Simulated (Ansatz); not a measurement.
# AlP: the cost of one run

Program: Ansatz 0.2.0. Level of theory: DFT PBE, scalar-relativistic, plane waves, PAW. These are calculated values, not measurements.

The COD entry's cell or inner coordinates are ideal or old and differ from later refinements, so a difference from it is no clean test against experiment.

1 further run of the same task is left out (set aside as unsound or not needed).

## (1) The structure to begin with

It takes space group F-43m (No. 216, cubic). Conventional cell: a = 5.507 Å, b = 5.507 Å, c = 5.507 Å, α = 90.00°, β = 90.00°, γ = 90.00°. Around Al (site symmetry -43m) lie 4 P at 2.38 Å. P (site symmetry -43m) has 4 Al at 2.38 Å as nearest neighbours.

Structure file:

```
Al P
1.0
     0.00000    2.75340    2.75340
     2.75340    0.00000    2.75340
     2.75340    2.75340    0.00000
Al P
1 1
Direct
  0.00000 0.00000 0.00000
  0.25000 0.25000 0.25000
```

It is the result of an earlier relaxation at this level (volume 20.87 Å³/atom; gap on the mesh: 1.63 eV).

## (2) Electronic structure at the relaxed geometry

File input.yaml:

```yaml
crystal:
  lattice:
    - [0.0, 2.7534005762, 2.7534005762]
    - [2.7534005762, 0.0, 2.7534005762]
    - [2.7534005762, 2.7534005762, 0.0]
  atoms:
    - { symbol: Al, position: [0.0, 0.0, 0.0] }
    - { symbol: P, position: [0.25, 0.25, 0.25] }
basis:
  ecutwfc: 420
kpoints:
  mp_grid: { grid: [8, 8, 8] }
  band_path:
    path:
      - [[0.0, 0.0, 0.0], [-0.5, -0.5, 0.0], [-0.375, -0.375, 0.25]]
      - [[-0.375, 0.0, 0.375], [0.0, 0.0, 0.0], [0.0, 0.0, 0.5], [-0.5, -0.25, 0.25], [-0.5, -0.5, 0.0]]
    npoints: 14
hamiltonian:
  xc: pbe
scf:
  occupations: { method: gaussian, width: 0.02 }
  n_extra_bands: 6
output:
  forces: true
  stress: true
  eigenvalues: true
  populations: true
  dos: { projected: true, de: 0.02, nscf_kmesh: { grid: [12, 12, 12] } }
  bader: true
  write_density: true
  write_potential: true
  elf: true
  volumetric_format: npy
```

Started as:

```sh
$ ansatz run input.yaml --threads 1 --pin off --max-ram 2560MiB --backend cpu --events-out ev --progress --plain --runs-dir out
```

**Question.** How long does this run take on 1 thread of Arm Neoverse V1, shared host, and how much memory does it need?

About 22 s, with a peak of 0.28 GiB.
